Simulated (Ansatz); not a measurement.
## PbS (rocksalt structure)

The computed numbers are results of PBEsol, scalar-relativistic (no spin polarisation) in the plane-wave PAW code Ansatz at 420 eV, 10×10×10 k-mesh, Gaussian smearing of 0.05 eV; PAW files: Ansatz's generated set soft_2.

```xyz
2
Lattice="0.0000 2.9516 2.9516 2.9516 0.0000 2.9516 2.9516 2.9516 0.0000" Properties=species:S:1:pos:R:3 pbc="T T T"
Pb    2.9516    2.9516    2.9516
S     0.0000    0.0000    0.0000
```

The start was a prototype's sites filled with these elements; the Crystallography Open Database holds the compound in this structure.

Cell and atoms are those of this level's equilibrium.

Elastic constants come from the stress of slightly strained cells with relaxed atoms, in GPa, Voigt order xx, yy, zz, yz, xz, xy in the Cartesian frame of the vectors above.

```
148  16  16   0   0   0
 16 148  16   0   0   0
 16  16 148   0   0   0
  0   0   0  20   0   0
  0   0   0   0  20   0
  0   0   0   0   0  20
```

Q: Is the crystal mechanically stable, and what are its polycrystalline moduli?

A: Stable against homogeneous strain: the smallest eigenvalue of the tensor is 19.9 GPa. Hill averages: K = 60 GPa, G = 33 GPa, E = 84 GPa, ν = 0.27.

For a cubic crystal three numbers say it all: C11 = 148.3, C12 = 15.9, C44 = 19.9 GPa. K = (C11 + 2C12)/3 = 60.1 GPa. The two shear moduli are C44 and C′ = (C11 − C12)/2 = 66.2 GPa, so Zener's ratio C44/C′ is 0.30: the crystal is stiffest along ⟨100⟩ and softest along ⟨111⟩. The Cauchy pressure C12 − C44 is -4.0 GPa; pair forces would make it zero if every atom sat on a centre of inversion, as here.

The equation of state, an independent route, gives B0 = 60 GPa, against 60 GPa here.

It took roughly 40 core-seconds on a shared host.

Spin–orbit coupling, which matters for such heavy elements, is left out.
